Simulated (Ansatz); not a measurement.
## Si in Ansatz: the effect of functional

Crystal: Si.

```
Si
1.0
     0.00000    2.75767    2.75767
     2.75767    0.00000    2.75767
     2.75767    2.75767    0.00000
Si
2
Direct
  0.50000 0.50000 0.50000
  0.75000 0.75000 0.75000
```

The cell isn't the ideal one: volume scaled by 1.04.

Alike in all runs:

```yaml
Program: Ansatz 0.2.0
Task: single point
Potentials_or_basis: Ansatz PAW
k_mesh: 8 × 8 × 8
Occupations: fermi-dirac, width 0.05 eV
Spin: no spin polarisation
```

```csv
functional,cutoff,gap on the mesh (eV),pressure (GPa)
PBE,420 eV (not typed: the program's choice for these potentials),0.69,-2.1
LDA,420 eV (not typed: the program's choice for these potentials),0.58,-5.3
r2SCAN,500 eV (not typed: the program's choice for these potentials),?,?
```

Problem. What does the run with functional r2SCAN give?

Solution. gap on the mesh 0.87 eV; pressure -3.5 GPa.

Caveats: the PAW data sets come from PBE, with cores solved anew for the run's functional, which leaves a small shift of forces and pressure (some runs).

A k mesh can miss the band edges.
